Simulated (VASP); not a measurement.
# CaSe (Fm-3m) in VASP: convergence with k mesh

Aim: find how far k mesh must go before the results for CaSe settle, at PBE. This setting moves, with any that are tied to it; all else stays.

Everything below comes from runs of VASP 6.6.1. Logs are shortened: lines on timing, memory, paths and dates and some standing lists are left out, and cuts for length are marked.

## Step 1: The crystal as given

The structure is cubic, space group Fm-3m (No. 225). Conventional cell: a = 5.912 Å, b = 5.912 Å, c = 5.912 Å, α = 90.00°, β = 90.00°, γ = 90.00°. Se (site symmetry m-3m) has 6 Ca at 2.96 Å as nearest neighbours. Ca (site symmetry m-3m) is surrounded by 6 Se at 2.96 Å.

## Step 2: With k mesh 2 × 2 × 2

Contents of INCAR:

```
SYSTEM = CaSe
  PREC = Accurate
  ENCUT = 520
  EDIFF = 1E-7
  ISMEAR = 0
  SIGMA = 0.02
  LREAL = .FALSE.
  LASPH = .TRUE.
  NELM = 100
  ALGO = Normal
  ISIF = 2
  LWAVE = .FALSE.
  LCHARG = .FALSE.
  GGA = PE
```

Contents of KPOINTS:

```
regular mesh
0
G
  2 2 2
  0 0 0
```

Contents of POSCAR:

```
CaSe
1.0
    0.0000000000      2.9560000000      2.9560000000
    2.9560000000      0.0000000000      2.9560000000
    2.9560000000      2.9560000000      0.0000000000
Se Ca
1 1
Direct
    0.5000000000      0.5000000000      0.5000000000
    0.0000000000      0.0000000000      0.0000000000
```

Potentials or basis: VASP PAW PBE potentials, release 64 (Se, Ca_sv).

Launch:

```sh
cat potpaw_PBE.64/Se/POTCAR potpaw_PBE.64/Ca_sv/POTCAR > POTCAR
mpirun -np 1 vasp_std > vasp.out
```

OUTCAR:

```text
SYSTEM = CaSe
   PREC = Accurate
   ENCUT = 520
   EDIFF = 1E-7
   ISMEAR = 0
   LREAL = .FALSE.
   LASPH = .TRUE.
   NELM = 100
   ISIF = 2
   GGA = PE

 Found      3 irreducible k-points:

 Following reciprocal coordinates:
            Coordinates               Weight
  0.000000  0.000000  0.000000      1.000000
  0.500000  0.000000  0.000000      4.000000
  0.500000  0.500000  0.000000      3.000000
   k-points           NKPTS =      3   k-points in BZ     NKDIM =      3   number of bands    NBANDS=     12
   number of dos      NEDOS =    301   number of ions     NIONS =      2
   total plane-waves  NPLWV =  32768
   dimension x,y,z NGX =    32 NGY =   32 NGZ =   32
   dimension x,y,z NGXF=    64 NGYF=   64 NGZF=   64
   ions per type =               1   1
   NGX,Y,Z   is equivalent  to a cutoff of  12.73, 12.73, 12.73 a.u.
   NGXF,Y,Z  is equivalent  to a cutoff of  25.45, 25.45, 25.45 a.u.
 SYSTEM =  CaSe
   PREC   = accura    normal or accurate (medium, high low for compatibility)
   ISTART =      0    job   : 0-new  1-cont  2-samecut
   ICHARG =      2    charge: 1-file 2-atom 10-const
   ISPIN  =      1    spin polarized calculation?
   LNONCOLLINEAR =      F non collinear calculations
   LSORBIT =      F    spin-orbit coupling
   LASPH  =      T    aspherical Exc in radial PAW
   ENCUT  =  520.0 eV  38.22 Ry    6.18 a.u.   7.77  7.77  7.77*2*pi/ulx,y,z
   NELM   =    100;   NELMIN=  2; NELMDL= -5     # of ELM steps
   EDIFF  = 0.1E-06   stopping-criterion for ELM
   LREAL  =      F    real-space projection
   EDIFFG = 0.1E-05   stopping-criterion for IOM
   NSW    =      0    number of steps for IOM
   IBRION =     -1    ionic relax: 0-MD 1-quasi-New 2-CG
   NFREE  =      0    steps in history (QN), initial steepest desc. (CG)
   ISIF   =      2    stress and relaxation
   ISYM   =      2    0-nonsym 1-usesym 2-fastsym
   POTIM  = 0.5000    time-step for ionic-motion
   TEBEG  =    0.0;   TEEND  =   0.0 temperature during run
   PSTRESS=    0.0 pullay stress
   NELECT =      16.0000    total number of electrons
   NUPDOWN=      -1.0000    fix difference up-down
   EMIN   =  10.00;   EMAX   =-10.00  energy-range for DOS
   EFERMI =   0.00;   METHOD = LEGACY
   ISMEAR =     0;   SIGMA  =   0.02  broadening in eV -4-tet -1-fermi 0-gaus
   EFERMI_NEDOS =   21; number of points for ismear=-14 and -15
   IALGO  =     38    algorithm
   IMIX   =      4    mixing-type and parameters
     AMIX     =   0.40;   BMIX     =  1.00
     AMIX_MAG =   1.60;   BMIX_MAG =  1.00
  volume/ion in A,a.u.               =      25.83       174.30
  Fermi-wavevector in a.u.,A,eV,Ry     =   1.107645  2.093145 16.692666  1.226876
  Thomas-Fermi vector in A             =   2.244161
   LORBIT       =      0    0 simple, 1 ext, 2 COOP (PROOUT), +10 PAW based schemes
   GGA     = PE    functional components
   LHFCALC =     F    Hartree Fock is set to
   AEXX    =    0.0000 exact exchange contribution
   IVDW    =     0    specifies the selected vdW correction
   LEPSILON=     F    determine dielectric tensor
   LRPA    =     F    only Hartree local field effects (RPA)
 non-spin polarized calculation
 Gauss-broadening in eV      SIGMA  =   0.02
  energy-cutoff  :      520.00
  volume of cell :       51.66
 maximum number of plane-waves:      1411
 NGX is ok and might be reduce to    32
   NGX = 15   NGY = 15   NGZ = 15

 number of electron      15.9999998 magnetization

 Free energy of the ion-electron system (eV)
  ---------------------------------------------------
  ext. energy  EPLUGINS =         0.00000000
  ---------------------------------------------------
  free energy    TOTEN  =        -8.77384165 eV

  energy without entropy =       -8.77384165  energy(sigma->0) =       -8.77384165

 E-fermi :   2.8893     XC(G=0):  -9.0696

 val. band max:        2.7037202947   @ k =   0.0000   0.0000   0.0000
 cond. band min:       4.5306321291   @ k =   0.5000   0.5000   0.0000
 fundamental gap:      1.8269118344
 Fermi energy:         2.8892989874

 k-point     1 :       0.0000    0.0000    0.0000
  band No.  band energies     occupation
      1     -37.3682      2.00000
      2     -18.3598      2.00000
      3     -18.3598      2.00000
      4     -18.3598      2.00000
      5      -9.0574      2.00000
      6       2.7037      2.00000
      7       2.7037      2.00000
      8       2.7037      2.00000
      9       5.9787      0.00000
     10       6.1701      0.00000
     11       6.1701      0.00000
     12       6.1701      0.00000

 k-point     2 :       0.5000    0.0000    0.0000
  band No.  band energies     occupation
      1     -37.3615      2.00000
      2     -18.4712      2.00000
      3     -18.3676      2.00000
      4     -18.3676      2.00000
      5      -8.3366      2.00000
      6      -0.6685      2.00000
      7       1.4470      2.00000
      8       1.4470      2.00000
      9       7.1169      0.00000
     10       7.9318      0.00000
     11       7.9318      0.00000
     12       7.9437      0.00000

 k-point     3 :       0.5000    0.5000    0.0000
  band No.  band energies     occupation
      1     -37.3593      2.00000
      2     -18.4411      2.00000
      3     -18.3924      2.00000
      4     -18.3924      2.00000
      5      -8.4542      2.00000
      6       0.1150      2.00000
      7       1.7385      2.00000
      8       1.7385      2.00000
      9       4.5306      0.00000
     10       7.4719      0.00000
     11       7.5902      0.00000
     12       8.4527      0.00000

------------------------ aborting loop because EDIFF is reached ----------------------------------------

  FORCE on cell =-STRESS in cart. coord.  units (eV):
  Direction    XX          YY          ZZ          XY          YZ          ZX
  --------------------------------------------------------------------------------------
  -------------------------------------------------------------------------------------
  Total        1.4990283      1.4990283      1.4990283      0.0000000      0.0000000     -0.0000000
  in kB       46.4918838     46.4918838     46.4918838      0.0000000      0.0000000     -0.0000000
  external PRESSURE =      46.4918838 kB  Pullay stress =       0.0000000 kB

 VOLUME and BASIS-vectors are now :
 -----------------------------------------------------------------------------
  energy-cutoff  :      520.00
  volume of cell :       51.66
      direct lattice vectors                 reciprocal lattice vectors
     0.000000000  2.956000000  2.956000000    -0.169147497  0.169147497  0.169147497
     2.956000000  0.000000000  2.956000000     0.169147497 -0.169147497  0.169147497
     2.956000000  2.956000000  0.000000000     0.169147497  0.169147497 -0.169147497

 POSITION                                       TOTAL-FORCE (eV/Angst)
 -----------------------------------------------------------------------------------
      2.95600      2.95600      2.95600         0.000000      0.000000     -0.000000
      0.00000      0.00000      0.00000        -0.000000     -0.000000      0.000000
 -----------------------------------------------------------------------------------
    total drift:                                0.000000     -0.000000     -0.000000

  FREE ENERGIE OF THE ION-ELECTRON SYSTEM (eV)
  ---------------------------------------------------
  free  energy   TOTEN  =        -8.7738416487 eV

  energy  without entropy=       -8.7738416487  energy(sigma->0) =       -8.77384165
```

stdout:

```text
POSCAR found type information on POSCAR SeCa
 POSCAR found :  2 types and       2 ions
 scaLAPACK will be used
 LDA part: xc-table for (Slater+PW92), standard interpolation
 POSCAR, INCAR and KPOINTS ok, starting setup
 FFT: planning ... GRIDC
 FFT: planning ... GRID_SOFT
 FFT: planning ... GRID
 WAVECAR not read
 entering main loop
```

Run time: 3.5 s. Hardware: 1 thread of Intel Xeon 6975P-C (Granite Rapids), shared host; peak memory 0.17 GiB.

What came out:

- Free energy: -8.7738 eV
- Pressure: 4.6 GPa
- Band gap on the k mesh: 1.83 eV, indirect (least direct gap 2.79 eV)

## Step 3: With k mesh 3 × 3 × 3

INCAR is that of step 2.

Contents of KPOINTS:

```
regular mesh
0
G
  3 3 3
  0 0 0
```

POSCAR is that of step 2.

Potentials or basis: VASP PAW PBE potentials, release 64 (Se, Ca_sv).

Launch:

```sh
cat potpaw_PBE.64/Se/POTCAR potpaw_PBE.64/Ca_sv/POTCAR > POTCAR
mpirun -np 1 vasp_std > vasp.out
```

Wall time 4.1 s (1 thread of Intel Xeon 6975P-C (Granite Rapids), shared host); peak memory 0.16 GiB.

Results:

| Property | Result |
| --- | --- |
| Free energy | -9.3911 eV |
| Pressure | 1.9 GPa |
| Band gap on the k mesh | 2.31 eV, indirect (least direct gap 3.11 eV) |

## Step 4: With k mesh 4 × 4 × 4

INCAR is that of step 3.

Contents of KPOINTS:

```
regular mesh
0
G
  4 4 4
  0 0 0
```

POSCAR is that of step 3.

Launch:

```sh
cat potpaw_PBE.64/Se/POTCAR potpaw_PBE.64/Ca_sv/POTCAR > POTCAR
mpirun -np 1 vasp_std > vasp.out
```

It took 4.8 s on 1 thread of Intel Xeon 6975P-C (Granite Rapids), shared host; peak memory 0.17 GiB.

What came out:

```
Free energy            : -9.4636 eV
Pressure               : 1.5 GPa
Band gap on the k mesh : 2.01 eV, indirect (least direct gap 2.95 eV)
```

## Step 5: With k mesh 5 × 5 × 5

INCAR is that of step 4.

Contents of KPOINTS:

```
regular mesh
0
G
  5 5 5
  0 0 0
```

POSCAR is that of step 4.

Launch:

```sh
cat potpaw_PBE.64/Se/POTCAR potpaw_PBE.64/Ca_sv/POTCAR > POTCAR
mpirun -np 1 vasp_std > vasp.out
```

Wall time 5.1 s (1 thread of Intel Xeon 6975P-C (Granite Rapids), shared host); peak memory 0.17 GiB.

What came out:

| Item | Value |
| --- | --- |
| Free energy | -9.4763 eV |
| Pressure | 1.4 GPa |
| Band gap on the k mesh | 2.14 eV, indirect (least direct gap 3.02 eV) |

## Step 6: With k mesh 6 × 6 × 6

INCAR is that of step 5.

Contents of KPOINTS:

```
regular mesh
0
G
  6 6 6
  0 0 0
```

POSCAR is that of step 5.

Potentials or basis: VASP PAW PBE potentials, release 64 (Se, Ca_sv).

Launch:

```sh
cat potpaw_PBE.64/Se/POTCAR potpaw_PBE.64/Ca_sv/POTCAR > POTCAR
mpirun -np 1 vasp_std > vasp.out
```

Run time: 5.8 s. Hardware: 1 thread of Intel Xeon 6975P-C (Granite Rapids), shared host; peak memory 0.17 GiB.

Results:

```yaml
Free_energy: -9.4791 eV
Pressure: 1.4 GPa
Band_gap_on_the_k_mesh: 2.02 eV, indirect (least direct gap 2.95 eV)
```

## Step 7: With k mesh 7 × 7 × 7

INCAR is that of step 6.

Contents of KPOINTS:

```
regular mesh
0
G
  7 7 7
  0 0 0
```

POSCAR is that of step 6.

Launch:

```sh
cat potpaw_PBE.64/Se/POTCAR potpaw_PBE.64/Ca_sv/POTCAR > POTCAR
mpirun -np 1 vasp_std > vasp.out
```

It took 7.1 s on 1 thread of Intel Xeon 6975P-C (Granite Rapids), shared host; peak memory 0.17 GiB.

What came out:

| Quantity | Value |
| --- | --- |
| Free energy | -9.4798 eV |
| Pressure | 1.3 GPa |
| Band gap on the k mesh | 2.08 eV, indirect (least direct gap 2.99 eV) |

## Step 8: With k mesh 9 × 9 × 9

INCAR is that of step 7.

Contents of KPOINTS:

```
regular mesh
0
G
  9 9 9
  0 0 0
```

POSCAR is that of step 7.

Launch:

```sh
cat potpaw_PBE.64/Se/POTCAR potpaw_PBE.64/Ca_sv/POTCAR > POTCAR
mpirun -np 1 vasp_std > vasp.out
```

It took 10 s on 1 thread of Intel Xeon 6975P-C (Granite Rapids), shared host; peak memory 0.18 GiB.

Results:

```yaml
Free_energy: -9.4800 eV
Pressure: 1.3 GPa
Band_gap_on_the_k_mesh: 2.06 eV, indirect (least direct gap 2.98 eV)
```

## Step 9: With k mesh 11 × 11 × 11

INCAR is that of step 8.

Contents of KPOINTS:

```
regular mesh
0
G
  11 11 11
  0 0 0
```

POSCAR is that of step 8.

Potentials or basis: VASP PAW PBE potentials, release 64 (Se, Ca_sv).

Launch:

```sh
cat potpaw_PBE.64/Se/POTCAR potpaw_PBE.64/Ca_sv/POTCAR > POTCAR
mpirun -np 1 vasp_std > vasp.out
```

Wall time 14 s (1 thread of Intel Xeon 6975P-C (Granite Rapids), shared host); peak memory 0.19 GiB.

Results:

| Quantity | Value |
| --- | --- |
| Free energy | -9.4801 eV |
| Pressure | 1.3 GPa |
| Band gap on the k mesh | 2.04 eV, indirect (least direct gap 2.97 eV) |

## Step 10: With k mesh 13 × 13 × 13

INCAR is that of step 9.

Contents of KPOINTS:

```
regular mesh
0
G
  13 13 13
  0 0 0
```

POSCAR is that of step 9.

Launch:

```sh
cat potpaw_PBE.64/Se/POTCAR potpaw_PBE.64/Ca_sv/POTCAR > POTCAR
mpirun -np 1 vasp_std > vasp.out
```

Wall time 19 s (1 thread of Intel Xeon 6975P-C (Granite Rapids), shared host); peak memory 0.21 GiB.

Results (log left out):

```yaml
Free_energy: -9.4801 eV
Pressure: 1.3 GPa
Band_gap_on_the_k_mesh: 2.04 eV, indirect (least direct gap 2.97 eV)
```

## Step 11: The series at a glance

| k mesh | energy less the tightest run, at zero smearing (meV/atom) | pressure (GPa) | gap on the mesh (eV) | SCF cycles | CPU time (s) | peak memory (GiB) |
| --- | --- | --- | --- | --- | --- | --- |
| 2 × 2 × 2 | 353.11 | 4.65 | 1.827 | 14 | 3.1 | 0.17 |
| 3 × 3 × 3 | 44.47 | 1.89 | 2.306 | 15 | 3.6 | 0.16 |
| 4 × 4 × 4 | 8.21 | 1.47 | 2.010 | 14 | 4.4 | 0.17 |
| 5 × 5 × 5 | 1.86 | 1.38 | 2.137 | 14 | 4.6 | 0.17 |
| 6 × 6 × 6 | 0.47 | 1.36 | 2.019 | 13 | 5.4 | 0.17 |
| 7 × 7 × 7 | 0.13 | 1.35 | 2.081 | 13 | 6.7 | 0.17 |
| 9 × 9 × 9 | 0.01 | 1.35 | 2.057 | 13 | 9.7 | 0.18 |
| 11 × 11 × 11 | 0.00 | 1.35 | 2.045 | 13 | 14 | 0.19 |
| 13 × 13 × 13 | 0.00 | 1.35 | 2.038 | 13 | 18 | 0.21 |

Against the tightest run, the energy stays within 1 meV/atom from 6 × 6 × 6 on; the pressure stays within 0.1 GPa from 5 × 5 × 5 on; the gap on the mesh stays within 0.01 eV from 11 × 11 × 11 on. Meshes of other sizes hit other points, so gaps and Fermi surfaces needn't settle smoothly. The tightest run that finished is the yardstick and may itself not be fully converged.

Caveats: an odd mesh through Γ misses points on the zone boundary, where band edges often lie.
